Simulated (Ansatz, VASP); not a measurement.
## One calculation of MoSe, two programs

```
CELL_PARAMETERS angstrom
3.50023 0.00000 0.00000
0.00000 3.50023 0.00000
0.00000 0.00000 3.50023
ATOMIC_POSITIONS crystal
Mo 0.00000 0.00000 0.00000
Se 0.50000 0.50000 0.50000
```

Change from the starting cell: as made, not relaxed: species swapped into the GdTl type (Pm-3m, No. 221).

Alike in both runs: task single point; functional PBE; k mesh 8 × 8 × 8; occupations fermi-dirac, width 0.05 eV; no spin polarisation.

|  | VASP | Ansatz |
| --- | --- | --- |
| version | VASP 6.6.1 | Ansatz 0.2.0 |
| potentials or method | VASP PAW PBE potentials, release 64 (Mo_sv, Se) | Ansatz PAW |
| plane-wave cutoff (eV) | 520 | 420 |
| valence electrons in the cell | 20 | 30 |

Ansatz gave:

* gap on the k mesh at the Fermi level (eV): none
* pressure (GPa): -26.1

Which values does VASP return?

gap on the k mesh at the Fermi level (eV): none; pressure (GPa): -26.0.

A gap of «none» marks a metal or a gap that the smearing closes. The two sets of potentials don't hold the same shells in valence.

Caveats: so large a pressure means that the cell lies far from this level's equilibrium, or that cutoff or potentials fall short.
